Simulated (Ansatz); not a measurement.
**TiO2: band structure with PBE+U**

Crystal: TiO2.

```
CELL_PARAMETERS angstrom
-2.97316 3.28737 3.28740
2.97316 -3.28737 3.28740
2.97316 3.28737 -3.28740
ATOMIC_POSITIONS crystal
Ti 0.00000 0.50000 0.00000
Ti 0.00000 0.00000 0.50000
Ti 0.49524 0.24524 0.25000
Ti 0.50475 0.75475 0.75000
O 0.69508 0.69523 0.50015
O 0.69508 0.19493 0.99985
O 0.80452 0.74962 0.05490
O 0.19472 0.74962 0.44510
O 0.80528 0.25038 0.55490
O 0.30492 0.80507 0.00015
O 0.19548 0.25038 0.94510
O 0.30492 0.30477 0.49985
```

The cell is a database's computed one.

```
Program                             : Ansatz 0.2.0
Task                                : band structure
Functional                          : PBE
Potentials or basis                 : Ansatz PAW
Cutoff                              : 420 eV (not typed: the program's choice for these potentials)
k mesh                              : 6 × 6 × 6
Occupations                         : fermi-dirac, width 0.05 eV
Spin                                : no spin polarisation
Hubbard terms                       : Ti d U = 4 eV
Path                                : [["G", "X", "M", "G", "Z", "P", "N", "Z1", "M"], ["X", "P"]]
Points for each segment of the path : 10
Hubbard projectors                  : ortho-atomic (the default)
Double counting                     : fll (the default)
```

```
Pressure                : 2.0 GPa
Largest force           : 0.117 eV/Å
Band gap on the k mesh  : 2.26 eV
Band gap along the path : 2.26 eV
```

Forces on the atoms (eV/Å):
```
Ti   0.000  0.000  0.000
Ti   0.000  0.000  0.000
Ti   0.000  0.000  0.117
Ti   0.000  0.000 -0.117
O   -0.015  0.000 -0.042
O    0.015  0.000 -0.042
O    0.000  0.055  0.026
O    0.000 -0.055  0.026
O    0.000  0.055 -0.026
O   -0.015  0.000  0.042
O    0.000 -0.055 -0.026
O    0.015  0.000  0.042
```

Stress tensor (GPa, compression positive):
```
4.53 0.00 0.00
0.00 0.67 0.00
0.00 0.00 0.77
```

Levels at the corners of the path, in eV from the valence-band top:
| point | band 44 | band 45 | band 46 | band 47 | band 48 | band 49 | band 50 | band 51 | band 52 | band 53 |
| --- | --- | --- | --- | --- | --- | --- | --- | --- | --- | --- |
| Γ | -0.73 | -0.73 | -0.51 | -0.51 | 0.00 | 2.31 | 2.48 | 2.80 | 2.81 | 2.83 |
| X | -1.62 | -1.05 | -1.05 | -0.75 | -0.75 | 2.34 | 2.34 | 2.85 | 2.85 | 3.29 |
| M | -1.46 | -1.39 | -1.38 | -1.16 | -1.16 | 2.26 | 2.26 | 2.84 | 2.85 | 3.19 |
| Γ | -0.73 | -0.73 | -0.51 | -0.51 | 0.00 | 2.31 | 2.48 | 2.80 | 2.81 | 2.83 |
| Z | -1.48 | -1.45 | -1.45 | -1.19 | -1.19 | 2.30 | 2.30 | 2.85 | 2.85 | 3.04 |
| P | -1.91 | -0.83 | -0.83 | -0.82 | -0.82 | 2.89 | 2.89 | 2.89 | 2.89 | 3.49 |
| N | -1.54 | -1.21 | -1.21 | -0.66 | -0.64 | 2.64 | 2.64 | 2.93 | 2.96 | 3.25 |
| Z1 | -1.48 | -1.45 | -1.45 | -1.19 | -1.19 | 2.30 | 2.30 | 2.85 | 2.85 | 3.04 |
| M | -1.46 | -1.39 | -1.38 | -1.16 | -1.16 | 2.26 | 2.26 | 2.84 | 2.85 | 3.19 |
| X | -1.62 | -1.05 | -1.05 | -0.75 | -0.75 | 2.34 | 2.34 | 2.85 | 2.85 | 3.29 |
| P | -1.91 | -0.83 | -0.83 | -0.82 | -0.82 | 2.89 | 2.89 | 2.89 | 2.89 | 3.49 |

Eigenvalues of the final occupation matrices:
| site | spin | trace | eigenvalues |
| --- | --- | --- | --- |
| site 1 | 1 | 1.03 | 0.12 0.15 0.16 0.29 0.31 |
| site 2 | 1 | 1.03 | 0.12 0.15 0.16 0.29 0.31 |
| site 3 | 1 | 1.03 | 0.12 0.15 0.16 0.29 0.31 |
| site 4 | 1 | 1.03 | 0.12 0.15 0.16 0.29 0.31 |

Run time: 23 s on 4 threads of Arm Neoverse V2 (shared host), peak memory 1.2 GiB.

Caveat: the pressure holds a Pulay correction of +0.7 GPa for the finite cutoff.
